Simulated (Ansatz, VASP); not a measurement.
# Cross-check of LaN between VASP and Ansatz, part 2 of 2

One calculation is typed for both programs; each brings its own data sets. How far apart do they land? The cell is generated by rule, not measured, and may not be a known phase. The cell is taken from a series of runs on this material, whose earlier steps may have relaxed, scaled, displaced or heated it; both programs get it as it stands.

VASP 6.6.1 and Ansatz 0.2.0.

So far: Set-up; VASP: relaxation of cell and atoms, PBEsol, pair 1; Ansatz: relaxation of cell and atoms, PBEsol, pair 1.

## (4) Differences

Known differences besides the potentials themselves: the cutoff is 420 eV in Ansatz and 600 eV in VASP; Ansatz makes its cores anew for this functional, VASP keeps those of its PBE data sets; Ansatz adds a Pulay correction to the stress that steers its cell, VASP none. Total energies have different zeros and are not compared.

The two programs side by side:

```
                                         quantity  Ansatz   VASP  difference
                                      volume (Å³)   34.35  34.30     +0.13 %
edge a after relaxation, in the typed setting (Å)   3.518  3.517     +0.04 %
edge c after relaxation, in the typed setting (Å)   3.204  3.203     +0.05 %
```

## (5) Ansatz: relaxation of cell and atoms, PBEsol, pair 2

The relaxed volume is the usual yardstick between codes: in a stiff, nearly cubic crystal its relative difference is about their pressure difference at one cell divided by the bulk modulus. Its start cell is another than that of the pair before, and may be another structure of the material.

The cell is taken from a series of runs on this material, whose earlier steps may have relaxed, scaled, displaced or heated it; both programs get it as it stands.

input.yaml reads:

```yaml
crystal:
  lattice:
    - [3.1650140788, 0.0, 0.0]
    - [0.0, 3.1650140788, 0.0]
    - [0.0, 0.0, 3.1591047591]
  atoms:
    - { symbol: La, position: [0.0, 0.0, 0.0154983478] }
    - { symbol: "N", position: [0.5, 0.5, 0.3923958899] }
kpoints:
  mp_grid: { grid: [12, 12, 12] }
hamiltonian:
  xc: pbesol
scf:
  occupations: { method: methfessel_paxton, width: 0.15 }
output:
  forces: true
  stress: true
  eigenvalues: true
relax:
  adjacent_minimum: "off"
  f_tol: 0.001
  max_steps: 60
  cell: { stress_tol: 0.01 }
```

On the command line:

```bash
ansatz run input.yaml --threads 4 --pin off --max-ram 7168MiB --backend cpu --events-out ev --progress --plain --runs-dir out
```

Numbers of over 12 decimals in the logs are rounded to 6 here.

The program printed:

```text
[...]
Crystal: 2 atoms, lattice volume = 31.646 Å³
Basis set: ecut = 420 eV, 619 PW (Γ), exchange–correlation on 48×48×48 points (8 copies of the dense FFT grid, shifted against one another)
Bands: 12, of which v1, the nominal top of the filled ones, is band 8 counted from 1 (7 counted from 0)
Symmetry: 8 space group operations
[...]
k-points: 196 of 1728 (time reversal used)
[...]
k-point 195: bands = [... 4 lower, 2.6536, 10.1983, 10.1983, 10.3108, 17.7690, 17.7949, 17.7949, 18.1555]
--- Relaxed structure (1 steps of the walk, 1 accepted, 1 SCFs on fresh bases) ---
[...]
cell:  # Å, volume = 31.6457 Å³
    - [3.1650140788, 0.0, 0.0]
    - [0.0, 3.1650140788, 0.0]
    - [0.0, 0.0, 3.1591047591]
  atoms:
    - { symbol: La, position: [0.0, 0.0, 0.0154983478] }
    - { symbol: N, position: [0.5, 0.5, 0.3923958899] }
[key lines of the parts left out:]
SCF converged after 6 iterations
Free energy (F): -6541.533244 eV
Fermi energy:    14.280729 eV
P = ⅓ Tr σ = -0.0005 GPa (-0.005 kbar)
```

## (6) VASP: relaxation of cell and atoms, PBEsol, pair 2

The same cell, functional, mesh and smearing now go to VASP, with its own data sets.

INCAR reads:

```
SYSTEM = LaN
PREC = Accurate
ENCUT = 600
EDIFF = 1E-07
NELM = 200
ISMEAR = 1
SIGMA = 0.15
LREAL = .FALSE.
ALGO = Normal
GGA = PS
NBANDS = 14
LASPH = .TRUE.
LORBIT = 11
LWAVE = .FALSE.
LCHARG = .FALSE.
ISIF = 3
IBRION = 2
NSW = 80
EDIFFG = -0.005
GGA_COMPAT = .FALSE.
NELMIN = 4
LMAXMIX = 6
KPAR = 2
```

POSCAR reads:

```
LaN
1.0
    3.1650140000      0.0000000000      0.0000000000
    0.0000000000      3.1650140000      0.0000000000
    0.0000000000      0.0000000000      3.1591050000
La N
1 1
Direct
    0.0000000000      0.0000000000      0.0154983769
    0.5000000000      0.5000000000      0.3923959476
```

KPOINTS reads:

```
Automatic mesh
0
Gamma
12 12 12
0 0 0
```

Potentials, in the order of the species: La and N (PBE family, release 64).

On the command line:

```bash
mpirun -np 2 vasp_std
```

The program printed:

```text
[banner, memory and clock lines left out]
running    2 mpi-ranks, on    1 nodes
[...]
[... a notice as in an earlier step ...]

 LDA part: xc-table for (Slater+PW92), standard interpolation
 POSCAR, INCAR and KPOINTS ok, starting setup
[...]
entering main loop
       N       E                     dE             d eps       ncg     rms          rms(c)
DAV:   1     0.132686745685E+03    0.13269E+03   -0.68205E+03  5840   0.199E+03
DAV:   2     0.121199858010E+01   -0.13147E+03   -0.11897E+03  6876   0.257E+02
DAV:   3    -0.169226599586E+02   -0.18135E+02   -0.16979E+02  8266   0.119E+02
DAV:   4    -0.175619873798E+02   -0.63933E+00   -0.63096E+00  8924   0.215E+01
[...]
DAV:  15    -0.157509525341E+02   -0.10575E-05   -0.89406E-06 10148   0.197E-02    0.230E-03
DAV:  16    -0.157509525393E+02   -0.51293E-08   -0.11822E-06  7336   0.990E-03    0.520E-04
DAV:  17    -0.157509525462E+02   -0.69804E-08   -0.12173E-07  5526   0.501E-03
   1 F= -.15750953E+02 E0= -.15751338E+02  d E =-.157510E+02
[...]
DAV:   5    -0.157509499217E+02   -0.90303E-06   -0.27182E-06  9592   0.129E-02    0.550E-03
DAV:   6    -0.157509525605E+02   -0.26388E-05   -0.53704E-06  8818   0.178E-02    0.190E-03
DAV:   7    -0.157509527734E+02   -0.21286E-06   -0.62517E-07  9670   0.910E-03    0.818E-04
DAV:   8    -0.157509528559E+02   -0.82505E-07   -0.96778E-08  4738   0.270E-03
   2 F= -.15750953E+02 E0= -.15751337E+02  d E =-.309659E-06
 trial-energy change:   -0.000000  1 .order    0.000000   -0.000103    0.000103
 step:   0.4996(harm=  0.4996)  dis= 0.00016  next Energy=   -15.750978 (dE=-0.257E-04)
[...]
N       E                     dE             d eps       ncg     rms          rms(c)
DAV:   1    -0.157511001973E+02   -0.14742E-03   -0.43491E-03  6598   0.695E-01    0.653E-02
DAV:   2    -0.157510055416E+02    0.94656E-04   -0.35492E-04  9234   0.230E-01    0.283E-02
DAV:   3    -0.157509790216E+02    0.26520E-04   -0.12417E-04  9140   0.141E-01    0.524E-03
DAV:   4    -0.157509787848E+02    0.23676E-06   -0.71883E-06  8892   0.267E-02    0.320E-03
DAV:   5    -0.157509786919E+02    0.92929E-07   -0.68769E-07  9104   0.625E-03
   3 F= -.15750979E+02 E0= -.15751363E+02  d E =-.261456E-04
[...]
reached required accuracy - stopping structural energy minimisation
```

OUTCAR, selected parts (step 6):

```text
  Total        0.0016455      0.0016455     -0.0050970      0.0000000      0.0000000      0.0000000
  in kB        0.0834221      0.0834221     -0.2584005      0.0000000      0.0000000      0.0000000
  external PRESSURE =      -0.0305188 kB  Pullay stress =       0.0000000 kB

 POSITION                                       TOTAL-FORCE (eV/Angst)
 -----------------------------------------------------------------------------------
      0.00000      0.00000      0.04910         0.000000      0.000000     -0.001091
      1.58179      1.58179      1.23893        -0.000000      0.000000      0.001091
 -----------------------------------------------------------------------------------
    total drift:                                0.000000     -0.000000      0.000001

  FREE ENERGIE OF THE ION-ELECTRON SYSTEM (eV)
  ---------------------------------------------------
  free  energy   TOTEN  =       -15.7509786919 eV

  energy  without entropy=      -15.7521328429  energy(sigma->0) =      -15.75136341

[... 1 part as in an earlier step ...]

[... 3 further parts left out ...]
[key lines of the parts left out:]
E-fermi :   9.9084
```

The run keeps the 8 symmetry operations of its start, so it cannot find a distortion of lower symmetry.

## (7) Side by side

Both answers:

| quantity | Ansatz | VASP | difference |
| --- | --- | --- | --- |
| volume (Å³) | 31.65 | 31.60 | +0.13 % |
| edge a after relaxation, in the typed setting (Å) | 3.165 | 3.164 | +0.04 % |
| edge c after relaxation, in the typed setting (Å) | 3.159 | 3.158 | +0.04 % |

## (8) Ansatz: relaxation of cell and atoms, PBEsol, pair 3

The relaxed volume is the usual yardstick between codes: in a stiff, nearly cubic crystal its relative difference is about their pressure difference at one cell divided by the bulk modulus. This pair takes another cell of the material, with 4 atoms against 2 for the pair before.

The cell is taken from a series of runs on this material, whose earlier steps may have relaxed, scaled, displaced or heated it; both programs get it as it stands.

input.yaml, the sections that differ from step 5:

```yaml
crystal:
  lattice:
    - [4.3898558153, 0.0, 0.0]
    - [0.0, 4.3898558153, 0.0]
    - [0.0, 0.0, 3.6118122347]
  atoms:
    - { symbol: La, position: [0.5, 0.0, 0.2223987816] }
    - { symbol: La, position: [0.0, 0.5, 0.7776012184] }
    - { symbol: "N", position: [0.0, 0.0, 0.5] }
    - { symbol: "N", position: [0.5, 0.5, 0.5] }
kpoints:
  mp_grid: { grid: [6, 6, 8] }
scf:
  occupations: { method: fixed }
# hamiltonian, output, relax: as in step 5
```

On the command line:

```bash
ansatz run input.yaml --threads 4 --pin off --max-ram 7168MiB --backend cpu --events-out ev --progress --plain --runs-dir out
```

The program printed:

```text
[...]
Crystal: 4 atoms, lattice volume = 69.603 Å³
Basis set: ecut = 420 eV, 1357 PW (Γ), exchange–correlation on 60×60×50 points (8 copies of the dense FFT grid, shifted against one another)
Bands: 20, of which v1, the nominal top of the filled ones, is band 16 counted from 1 (15 counted from 0)
Symmetry: 16 space group operations
[...]
k-points: 50 of 288
[...]
--- Relaxed structure (3 steps of the walk, 2 accepted, 1 SCFs on fresh bases) ---
[...]
cell:  # Å, volume = 69.6083 Å³
    - [4.389539, 0.0, 0.0]
    - [0.0, 4.389539, 0.0]
    - [0.0, 0.0, 3.612626]
  atoms:
    - { symbol: La, position: [0.5, 0.0, 0.222410] }
    - { symbol: La, position: [0.0, 0.5, 0.777590] }
    - { symbol: N, position: [0.0, 0.0, 0.5] }
    - { symbol: N, position: [0.5, 0.5, 0.5] }
[key lines of the parts left out:]
SCF converged after 5 iterations
Free energy (F): -13084.637339 eV
Fermi energy:    12.707116 eV
P = ⅓ Tr σ = 0.0003 GPa (0.003 kbar)
```

## (9) VASP: relaxation of cell and atoms, PBEsol, pair 3

The same cell, functional and mesh now go to VASP, with its own data sets.

Edit INCAR of step 6 so:

```diff
@@ -5,4 +5,4 @@
 NELM = 200
-ISMEAR = 1
-SIGMA = 0.15
+ISMEAR = 0
+SIGMA = 0.01
 LREAL = .FALSE.
@@ -10,3 +10,3 @@
 GGA = PS
-NBANDS = 14
+NBANDS = 22
 LASPH = .TRUE.
@@ -21,2 +21,3 @@
 NELMIN = 4
+EFERMI = MIDGAP
 LMAXMIX = 6
```

POSCAR reads:

```
LaN
1.0
    4.3898560000      0.0000000000      0.0000000000
    0.0000000000      4.3898560000      0.0000000000
    0.0000000000      0.0000000000      3.6118120000
La N
2 2
Direct
    0.5000000000      0.0000000000      0.2223988956
    0.0000000000      0.5000000000      0.7776013812
    0.0000000000      0.0000000000      0.5000000000
    0.5000000000      0.5000000000      0.5000000000
```

KPOINTS reads:

```
Automatic mesh
0
Gamma
6 6 8
0 0 0
```

On the command line:

```bash
mpirun -np 2 vasp_std
```

The program printed:

```text
[banner, memory and clock lines left out]
running    2 mpi-ranks, on    1 nodes
[...]
[... a notice as in an earlier step ...]

 LDA part: xc-table for (Slater+PW92), standard interpolation
 POSCAR, INCAR and KPOINTS ok, starting setup
[...]
entering main loop
       N       E                     dE             d eps       ncg     rms          rms(c)
DAV:   1     0.370464441387E+03    0.37046E+03   -0.13156E+04  2240   0.249E+03
DAV:   2     0.416547035789E+02   -0.32881E+03   -0.31994E+03  3344   0.377E+02
DAV:   3    -0.313148087630E+02   -0.72970E+02   -0.71587E+02  3680   0.203E+02
DAV:   4    -0.372565534257E+02   -0.59417E+01   -0.58635E+01  3992   0.498E+01
[...]
DAV:  14    -0.330819047243E+02   -0.26818E-06   -0.43221E-06  3832   0.166E-02    0.837E-03
DAV:  15    -0.330819039779E+02    0.74641E-06   -0.77471E-06  3912   0.183E-02    0.114E-03
DAV:  16    -0.330819039919E+02   -0.13964E-07   -0.45094E-07  2834   0.698E-03
   1 F= -.33081904E+02 E0= -.33081904E+02  d E =-.330819E+02
[... from here on, the cycles between the ionic steps are left out ...]
   2 F= -.33081880E+02 E0= -.33081880E+02  d E =0.241513E-04
   3 F= -.33081963E+02 E0= -.33081963E+02  d E =-.590198E-04
   4 F= -.33081967E+02 E0= -.33081967E+02  d E =-.419123E-05
   5 F= -.33081975E+02 E0= -.33081975E+02  d E =-.119081E-04
[...]
reached required accuracy - stopping structural energy minimisation
```

OUTCAR, selected parts (step 9):

```text
  Total        0.0008271      0.0008271     -0.0033939      0.0000000      0.0000000      0.0000000
  in kB        0.0190767      0.0190767     -0.0782773      0.0000000      0.0000000      0.0000000
  external PRESSURE =      -0.0133746 kB  Pullay stress =       0.0000000 kB

 POSITION                                       TOTAL-FORCE (eV/Angst)
 -----------------------------------------------------------------------------------
      2.19381      0.00000      0.80173         0.000000     -0.000000     -0.001782
      0.00000      2.19381      2.80664         0.000000      0.000000      0.001782
      0.00000      0.00000      1.80418        -0.000000      0.000000      0.000000
      2.19381      2.19381      1.80418         0.000000     -0.000000      0.000000
 -----------------------------------------------------------------------------------
    total drift:                                0.000000      0.000000     -0.000253

  FREE ENERGIE OF THE ION-ELECTRON SYSTEM (eV)
  ---------------------------------------------------
  free  energy   TOTEN  =       -33.0819749198 eV

  energy  without entropy=      -33.0819749198  energy(sigma->0) =      -33.08197492

[... 1 part as in an earlier step ...]

[... 3 further parts left out ...]
[key lines of the parts left out:]
E-fermi :   9.4044
```

## (10) Comparison

What differs besides the data sets and the points named for the pairs above, as far as they apply: fixed occupations in Ansatz, narrow Gaussian smearing in VASP. Total energies have different zeros and are not compared.

Both answers:

```
                                         quantity  Ansatz   VASP  difference
                                      volume (Å³)   69.61  69.47     +0.21 %
edge a after relaxation, in the typed setting (Å)   4.389  4.388     +0.04 %
edge c after relaxation, in the typed setting (Å)   3.613  3.608     +0.12 %
```

## (11) What came out

```json
{
 "difference in volume (relaxation of cell and atoms, PBEsol, pair 1)": "0.13 %",
 "difference in volume (relaxation of cell and atoms, PBEsol, pair 2)": "0.13 %",
 "difference in volume (relaxation of cell and atoms, PBEsol, pair 3)": "0.21 %"
}
```

The difference in volume is 0.21 % (relaxation of cell and atoms, PBEsol, pair 3), within the 1.2 % picked in this series as the mark of a large difference, as far as the stopping tolerances let one tell. 5 further runs of this series are not shown here. How closely two codes agree says nothing of how well the functional describes the real material.

[Lines on the potential files, build, host, timing and source positions are cut from VASP's logs without a mark.]

[Logs are printed without paths, hosts, clocks, repeated set-up lines and the standing remarks that a program may print on its own settings, such as how far it seeks lower states.]

[Hosts, paths, dates, database ids (printed as entryN), source tags and the programs' standing remarks are cut or masked in the printed files.]
